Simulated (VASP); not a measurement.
# GW on BeS, part 2 of 5

Aim: the quasiparticle gap of BeS, and what it costs to get it. The cell is of the zinc-blende type, one of the forms listed for this formula. The start is a cell from a database of measured crystal structures.

VASP 6.6.1, plane waves and PAW; the level of theory is named at each step.

So far, gap on the k-mesh (eV): step 3 (empty bands, functional PBE) 3.10.

The database entry behind the starting cell differs from later determinations by our own check (0.1 to 0.3 % short, probably kX units), so it need not match the best structure at ambient conditions.

### Step 4. evGW0

This step: evGW0 on PBE; plane waves and PAW (S_GW, Be_GW) (VASP 6.6.1).

The lowest NBANDSGW levels in G are updated for four passes while W stays fixed, so the result depends less on the starting levels.

INCAR

```
SYSTEM = BeS
PREC = Accurate
ENCUT = 300
ISMEAR = 0
SIGMA = 0.01
LREAL = .FALSE.
GGA = PE
NBANDS = 184
ALGO = EVGW0
NELMGW = 4
ENCUTGW = 200
NOMEGA = 64
PRECFOCK = Fast
NBANDSGW = 16
LWAVE = .FALSE.
LCHARG = .FALSE.
```

POSCAR

```
BeS
1.0
    0.0000000000      2.4250000000      2.4250000000
    2.4250000000      0.0000000000      2.4250000000
    2.4250000000      2.4250000000      0.0000000000
S Be
1 1
Direct
    0.7500000000      0.7500000000      0.7500000000
    0.0000000000      0.0000000000      0.0000000000
```

KPOINTS

```
Automatic mesh
0
Gamma
4 4 4
0 0 0
```

PAW data sets: S_GW and Be_GW (PBE family, release 64).

Launch:

```
$ mpirun -np 8 vasp_std
```

What it wrote:

```text
[banner, memory and clock lines left out]
running    8 mpi-ranks, on    1 nodes
 distrk:  each k-point on    8 cores,    1 groups
 distr:  one band on    1 cores,    8 groups

 POSCAR found type information on POSCAR S Be
 POSCAR found :  2 types and       2 ions
 [... a notice as in an earlier step ...]

|                                                                             |
|           W    W    AA    RRRRR   N    N  II  N    N   GGGG   !!!           |
|           W    W   A  A   R    R  NN   N  II  NN   N  G    G  !!!           |
|           W    W  A    A  R    R  N N  N  II  N N  N  G       !!!           |
|           W WW W  AAAAAA  RRRRR   N  N N  II  N  N N  G  GGG   !            |
|           WW  WW  A    A  R   R   N   NN  II  N   NN  G    G                |
|           W    W  A    A  R    R  N    N  II  N    N   GGGG   !!!           |
|                                                                             |
|     The default for ENCUTGWSOFT is different in this version of VASP.       |
|     please manually set ENCUTGWSOFT =200 in the INCAR file.                 |
|                                                                             |

 LDA part: xc-table for (Slater+PW92), standard interpolation
 found WAVECAR, reading the header
 POSCAR, INCAR and KPOINTS ok, starting setup
 FFT: planning ... GRIDC
 FFT: planning ... GRID_SOFT
 FFT: planning ... GRID
 reading WAVECAR
 the WAVECAR file was read successfully
 initial charge from wavefunction
 available memory per node:     35.39 GB, setting MAXMEM to     36243

 The Fermi energy was updated, please check that it is located mid-gap
 values below the HOMO (VB) or above the LUMO (CB) will cause erroneous energies
 E-fermi :   5.3642

 calculate exact exchange contribution
 the WAVEDER file was read successfully
energies w=
    0.000    0.000    0.583    0.000    1.164    0.000    1.743    0.000
    2.318    0.000    2.888    0.000    3.452    0.000    4.010    0.000
    4.560    0.000    5.103    0.000    5.639    0.000    6.168    0.000
    6.688    0.000    7.202    0.000    7.710    0.000    8.212    0.000
    8.708    0.000    9.200    0.000    9.688    0.000   10.174    0.000
   10.658    0.000   11.141    0.000   11.624    0.000   12.109    0.000
   12.597    0.000   13.088    0.000   13.585    0.000   14.089    0.000
   14.600    0.000   15.122    0.000   15.656    0.000   16.203    0.000
   16.767    0.000   17.349    0.000   17.952    0.000   18.579    0.000
   19.234    0.000   19.920    0.000   20.642    0.000   21.405    0.000
   22.215    0.000   23.079    0.000   24.004    0.000   25.001    0.000
   26.080    0.000   27.255    0.000   28.544    0.000   29.965    0.000
   31.544    0.000   33.312    0.000   35.308    0.000   37.584    0.000
   40.206    0.000   43.262    0.000   46.872    0.000   51.206    0.000
   56.503    0.000   63.127    0.000   71.639    0.000   82.971    0.000
   98.783    0.000  122.342    0.000  161.103    0.000  236.575    0.000
 responsefunction array rank=     200
 LDA part: xc-table for (Slater+PW92), standard interpolation

 min. memory requirement per mpi rank    106.1 MB, per node    848.6 MB

 allocating   8 responsefunctions rank=   200
 shmem allocating  64 responsefunctions rank=   200
 response function shared by NCSHMEM nodes    1
 Doing            8  frequencies on each core in blocks of           64
NQ=   1    0.0000    0.0000    0.0000,
|.........|.........|.........|.........|.........|.........|.........|.........
 performed        139000 updates of chi_q(r,r)
 total number of BLAS operations         31.82 Gflops
NQ=   2    0.2500    0.0000    0.0000,
|.........|.........|.........|.........|.........|.........|.........|.........
 performed        443000 updates of chi_q(r,r)
 total number of BLAS operations        110.65 Gflops
NQ=   3    0.5000    0.0000    0.0000,
|.........|.........|.........|.........|.........|.........|.........|.........
 performed        700000 updates of chi_q(r,r)
 total number of BLAS operations        177.27 Gflops
NQ=   4    0.2500    0.2500    0.0000,
|.........|.........|.........|.........|.........|.........|.........|.........
 performed       1004000 updates of chi_q(r,r)
 total number of BLAS operations        254.36 Gflops
NQ=   5    0.5000    0.2500    0.0000,
|.........|.........|.........|.........|.........|.........|.........|.........
 performed       1437000 updates of chi_q(r,r)
 total number of BLAS operations        374.38 Gflops
NQ=   6   -0.2500    0.2500    0.0000,
|.........|.........|.........|.........|.........|.........|.........|.........
 performed       1823000 updates of chi_q(r,r)
 total number of BLAS operations        474.58 Gflops
NQ=   7    0.5000    0.5000    0.0000,
|.........|.........|.........|.........|.........|.........|.........|.........
 performed       2044000 updates of chi_q(r,r)
 total number of BLAS operations        538.61 Gflops
NQ=   8   -0.2500    0.5000    0.2500,
|.........|.........|.........|.........|.........|.........|.........|.........
 performed       2336000 updates of chi_q(r,r)
 total number of BLAS operations        632.16 Gflops
 resolving degeneracies of screened two electron integrals

 calculate QP shifts <psi_nk| G(iteration)W_0 |psi_nk>: iteration 1
 allocating   8 responsefunctions rank=   200
 shmem allocating  64 responsefunctions rank=   200
 response function shared by NCSHMEM nodes    1
 Doing            8  frequencies on each core in blocks of           64
NQ=   1    0.0000    0.0000    0.0000,
|.........|.........|.........|.........|.........|.........|.........|.........
 performed        139000 updates of chi_q(r,r)
 total number of BLAS operations         31.82 Gflops
NQ=   2    0.2500    0.0000    0.0000,
|.........|.........|.........|.........|.........|.........|.........|.........
 performed        443000 updates of chi_q(r,r)
 total number of BLAS operations        110.65 Gflops
NQ=   3    0.5000    0.0000    0.0000,
|.........|.........|.........|.........|.........|.........|.........|.........
 performed        700000 updates of chi_q(r,r)
 total number of BLAS operations        177.27 Gflops
NQ=   4    0.2500    0.2500    0.0000,
|.........|.........|.........|.........|.........|.........|.........|.........
 performed       1004000 updates of chi_q(r,r)
 total number of BLAS operations        254.36 Gflops
NQ=   5    0.5000    0.2500    0.0000,
|.........|.........|.........|.........|.........|.........|.........|.........
 performed       1437000 updates of chi_q(r,r)
 total number of BLAS operations        374.38 Gflops
NQ=   6   -0.2500    0.2500    0.0000,
|.........|.........|.........|.........|.........|.........|.........|.........
 performed       1823000 updates of chi_q(r,r)
 total number of BLAS operations        474.58 Gflops
NQ=   7    0.5000    0.5000    0.0000,
|.........|.........|.........|.........|.........|.........|.........|.........
 performed       2044000 updates of chi_q(r,r)
 total number of BLAS operations        538.61 Gflops
NQ=   8   -0.2500    0.5000    0.2500,
|.........|.........|.........|.........|.........|.........|.........|.........
 performed       2336000 updates of chi_q(r,r)
 total number of BLAS operations        632.16 Gflops
 resolving degeneracies of screened two electron integrals

 calculate QP shifts <psi_nk| G(iteration)W_0 |psi_nk>: iteration 2
 allocating   8 responsefunctions rank=   200
 shmem allocating  64 responsefunctions rank=   200
 response function shared by NCSHMEM nodes    1
 Doing            8  frequencies on each core in blocks of           64
NQ=   1    0.0000    0.0000    0.0000,
|.........|.........|.........|.........|.........|.........|.........|.........
 performed        139000 updates of chi_q(r,r)
 total number of BLAS operations         31.82 Gflops
NQ=   2    0.2500    0.0000    0.0000,
|.........|.........|.........|.........|.........|.........|.........|.........
 performed        443000 updates of chi_q(r,r)
 total number of BLAS operations        110.65 Gflops
NQ=   3    0.5000    0.0000    0.0000,
|.........|.........|.........|.........|.........|.........|.........|.........
 performed        700000 updates of chi_q(r,r)
 total number of BLAS operations        177.27 Gflops
NQ=   4    0.2500    0.2500    0.0000,
|.........|.........|.........|.........|.........|.........|.........|.........
 performed       1004000 updates of chi_q(r,r)
 total number of BLAS operations        254.36 Gflops
NQ=   5    0.5000    0.2500    0.0000,
|.........|.........|.........|.........|.........|.........|.........|.........
 performed       1437000 updates of chi_q(r,r)
 total number of BLAS operations        374.38 Gflops
NQ=   6   -0.2500    0.2500    0.0000,
|.........|.........|.........|.........|.........|.........|.........|.........
 performed       1823000 updates of chi_q(r,r)
 total number of BLAS operations        474.58 Gflops
NQ=   7    0.5000    0.5000    0.0000,
|.........|.........|.........|.........|.........|.........|.........|.........
 performed       2044000 updates of chi_q(r,r)
 total number of BLAS operations        538.61 Gflops
NQ=   8   -0.2500    0.5000    0.2500,
|.........|.........|.........|.........|.........|.........|.........|.........
 performed       2336000 updates of chi_q(r,r)
 total number of BLAS operations        632.16 Gflops
 resolving degeneracies of screened two electron integrals

 calculate QP shifts <psi_nk| G(iteration)W_0 |psi_nk>: iteration 3
 allocating   8 responsefunctions rank=   200
 shmem allocating  64 responsefunctions rank=   200
 response function shared by NCSHMEM nodes    1
 Doing            8  frequencies on each core in blocks of           64
NQ=   1    0.0000    0.0000    0.0000,
|.........|.........|.........|.........|.........|.........|.........|.........
 performed        139000 updates of chi_q(r,r)
 total number of BLAS operations         31.82 Gflops
NQ=   2    0.2500    0.0000    0.0000,
|.........|.........|.........|.........|.........|.........|.........|.........
 performed        443000 updates of chi_q(r,r)
 total number of BLAS operations        110.65 Gflops
NQ=   3    0.5000    0.0000    0.0000,
|.........|.........|.........|.........|.........|.........|.........|.........
 performed        700000 updates of chi_q(r,r)
 total number of BLAS operations        177.27 Gflops
NQ=   4    0.2500    0.2500    0.0000,
|.........|.........|.........|.........|.........|.........|.........|.........
 performed       1004000 updates of chi_q(r,r)
 total number of BLAS operations        254.36 Gflops
NQ=   5    0.5000    0.2500    0.0000,
|.........|.........|.........|.........|.........|.........|.........|.........
 performed       1437000 updates of chi_q(r,r)
 total number of BLAS operations        374.38 Gflops
NQ=   6   -0.2500    0.2500    0.0000,
|.........|.........|.........|.........|.........|.........|.........|.........
 performed       1823000 updates of chi_q(r,r)
 total number of BLAS operations        474.58 Gflops
NQ=   7    0.5000    0.5000    0.0000,
|.........|.........|.........|.........|.........|.........|.........|.........
 performed       2044000 updates of chi_q(r,r)
 total number of BLAS operations        538.61 Gflops
NQ=   8   -0.2500    0.5000    0.2500,
|.........|.........|.........|.........|.........|.........|.........|.........
 performed       2336000 updates of chi_q(r,r)
 total number of BLAS operations        632.16 Gflops
 resolving degeneracies of screened two electron integrals

 calculate QP shifts <psi_nk| G(iteration)W_0 |psi_nk>: iteration 4
 entering main loop
```

Wall time 32 s (8 MPI ranks of Intel Xeon 6975P-C (Granite Rapids), shared host); peak memory 1.4 GiB; 4.1 min of CPU time.

From OUTCAR (step 4):

```text
The static configuration has the point symmetry T_d .

 Found      8 irreducible k-points:

   k-points           NKPTS =      8   k-points in BZ     NKDIM =     64   number of bands    NBANDS=    184

   NELECT =       8.0000    total number of electrons

 E-fermi :   5.3642

 QP shifts <psi_nk| G(iteration)W_0 |psi_nk>: iteration 1
 for sc-GW calculations column KS-energies equals QP-energies in previous step
 and V_xc(KS)=  KS-energies - (<T + V_ion + V_H > + <T+V_H+V_ion>^1  + <V_x>^1)
 k-point   1 :       0.0000    0.0000    0.0000
  band No.  KS-energies  QP-energies   sigma(KS)   V_xc(KS)     V^pw_x(r,r')   Z            occupation Imag(sigma)
      1      -9.8858     -11.0690     -14.2907     -12.8035     -21.3419       0.7957       2.0000       1.5601
      2       3.8158       2.7192     -15.1205     -13.7277     -16.6228       0.7873       2.0000       0.0446
      3       3.8158       2.7192     -15.1205     -13.7277     -16.6228       0.7873       2.0000       0.0446
      4       3.8158       2.7192     -15.1205     -13.7277     -16.6228       0.7873       2.0000       0.0446
      5       9.4613      10.1179      -9.7250     -10.5503      -5.2409       0.7956       0.0000      -0.0642
      6       9.4613      10.1179      -9.7250     -10.5503      -5.2409       0.7956       0.0000      -0.0642
      7       9.4613      10.1179      -9.7250     -10.5503      -5.2409       0.7956       0.0000      -0.0642
      8       9.6935      10.0682      -9.9763     -10.4482      -5.2435       0.7942       0.0000      -0.0742
    ...

 k-point   2 :       0.2500    0.0000    0.0000
  band No.  KS-energies  QP-energies   sigma(KS)   V_xc(KS)     V^pw_x(r,r')   Z            occupation Imag(sigma)
      1      -9.2185     -10.2520     -14.4265     -13.0570     -21.3343       0.7546       2.0000       1.3645
      2       0.5038      -0.7491     -13.8322     -12.1901     -16.2043       0.7630       2.0000       0.0646
      3       3.2172       2.1061     -14.8019     -13.3796     -16.4344       0.7811       2.0000       0.0462
      4       3.2172       2.1061     -14.8019     -13.3796     -16.4344       0.7811       2.0000       0.0462
      5       9.3553       9.8433      -9.8550     -10.4664      -5.3496       0.7981       0.0000      -0.0668
      6      10.3605      11.0199      -9.8929     -10.7276      -5.2068       0.7900       0.0000      -0.0705
      7      10.3605      11.0199      -9.8929     -10.7276      -5.2068       0.7900       0.0000      -0.0705
      8      13.0752      13.5938     -10.6431     -11.3191      -5.2872       0.7672       0.0000      -0.1056
    ...

 k-point   3 :       0.5000    0.0000    0.0000
  band No.  KS-energies  QP-energies   sigma(KS)   V_xc(KS)     V^pw_x(r,r')   Z            occupation Imag(sigma)
      1      -8.2714      -9.1654     -14.8395     -13.6024     -21.5036       0.7227       2.0000       1.1425
      2      -1.9854      -3.3362     -13.0894     -11.2507     -16.4013       0.7347       2.0000       0.1228
      3       2.7785       1.6325     -14.6938     -13.2242     -16.4720       0.7798       2.0000       0.0489
      4       2.7785       1.6325     -14.6938     -13.2242     -16.4720       0.7798       2.0000       0.0489
      5       9.2747       9.7291      -9.9609     -10.5316      -5.4693       0.7962       0.0000      -0.0660
      6      10.3498      10.9652      -9.6536     -10.4267      -5.0255       0.7960       0.0000      -0.0700
      7      10.3498      10.9652      -9.6536     -10.4267      -5.0255       0.7960       0.0000      -0.0700
      8      15.0169      15.2493      -9.1006      -9.4072      -3.3710       0.7582       0.0000      -0.1791
    ...

 QP shifts <psi_nk| G(iteration)W_0 |psi_nk>: iteration 2
 k-point   1 :       0.0000    0.0000    0.0000
  band No. old QP-enery  QP-energies   sigma(KS)   T+V_ion+V_H  V^pw_x(r,r')   Z            occupation Imag(sigma)
      1     -11.0690     -11.2445     -14.2072       2.9178     -21.3419       0.7965       2.0000       1.5552
      2       2.7192       2.5597     -15.0270      17.5434     -16.6228       0.7866       2.0000       0.0487
      3       2.7192       2.5597     -15.0270      17.5434     -16.6228       0.7866       2.0000       0.0487
      4       2.7192       2.5597     -15.0270      17.5434     -16.6228       0.7866       2.0000       0.0487
      5      10.1179      10.1920      -9.8008      20.0116      -5.2409       0.7978       0.0000      -0.0660
      6      10.1179      10.1920      -9.8008      20.0116      -5.2409       0.7978       0.0000      -0.0660
      7      10.1179      10.1920      -9.8008      20.0116      -5.2409       0.7978       0.0000      -0.0660
      8      10.0682      10.1271      -9.9995      20.1417      -5.2435       0.7964       0.0000      -0.0737
    ...

 QP shifts <psi_nk| G(iteration)W_0 |psi_nk>: iteration 3
 k-point   1 :       0.0000    0.0000    0.0000
  band No. old QP-enery  QP-energies   sigma(KS)   T+V_ion+V_H  V^pw_x(r,r')   Z            occupation Imag(sigma)
      1     -11.2445     -11.2909     -14.2208       2.9178     -21.3419       0.7923       2.0000       1.5461
      2       2.5597       2.5322     -15.0185      17.5434     -16.6228       0.7888       2.0000       0.0484
      3       2.5597       2.5322     -15.0185      17.5434     -16.6228       0.7888       2.0000       0.0484
      4       2.5597       2.5322     -15.0185      17.5434     -16.6228       0.7888       2.0000       0.0484
      5      10.1920      10.2007      -9.8087      20.0116      -5.2409       0.7975       0.0000      -0.0662
      6      10.1920      10.2007      -9.8087      20.0116      -5.2409       0.7975       0.0000      -0.0662
      7      10.1920      10.2007      -9.8087      20.0116      -5.2409       0.7975       0.0000      -0.0662
      8      10.1271      10.1354     -10.0042      20.1417      -5.2435       0.7955       0.0000      -0.0740
    ...

 QP shifts <psi_nk| G(iteration)W_0 |psi_nk>: iteration 4
 k-point   1 :       0.0000    0.0000    0.0000
  band No. old QP-enery  QP-energies   sigma(KS)   T+V_ion+V_H  V^pw_x(r,r')   Z            occupation Imag(sigma)
      1     -11.2909     -11.3034     -14.2245       2.9178     -21.3419       0.7926       2.0000       1.5467
      2       2.5322       2.5271     -15.0176      17.5434     -16.6228       0.7895       2.0000       0.0484
      3       2.5322       2.5271     -15.0176      17.5434     -16.6228       0.7895       2.0000       0.0484
      4       2.5322       2.5271     -15.0176      17.5434     -16.6228       0.7895       2.0000       0.0484
      5      10.2007      10.2016      -9.8097      20.0116      -5.2409       0.7976       0.0000      -0.0662
      6      10.2007      10.2016      -9.8097      20.0116      -5.2409       0.7976       0.0000      -0.0662
      7      10.2007      10.2016      -9.8097      20.0116      -5.2409       0.7976       0.0000      -0.0662
      8      10.1354      10.1364     -10.0050      20.1417      -5.2435       0.7954       0.0000      -0.0739
    ...

[... 7 parts as in an earlier step ...]

[... 26 further parts left out ...]
```

This step gave:

```
quasiparticle gap on the mesh                 : 4.690 eV
smallest direct quasiparticle gap on the mesh : 7.533 eV
gap of the starting orbitals on the mesh      : 3.097 eV
```

QP gap by iteration, by row:

```tsv
iteration	gap (eV)	direct gap (eV)
1	4.465	7.246
2	4.654	7.486
3	4.684	7.526
4	4.69	7.533
```

GW takes the gap from 3.097 to 4.690 eV. The last pass still moved it by +5 meV. The value holds for 184 bands, ENCUTGW = 200 eV and this mesh, and isn't shown to be converged in them.

[end of part 2 of 5]

[Lines on the potential files, build, host, timing and source positions are cut from VASP's logs without a mark.]

[Logs are printed without paths, hosts, clocks, repeated set-up lines and the standing remarks that a program may print on its own settings, such as how far it seeks lower states.]

[Hosts, paths, dates, database ids (printed as entryN), source tags and the programs' standing remarks are cut or masked in the printed files.]

[Pressures printed for these runs are not shown converged in the cutoff: they can be off by several GPa and have the wrong sign.]
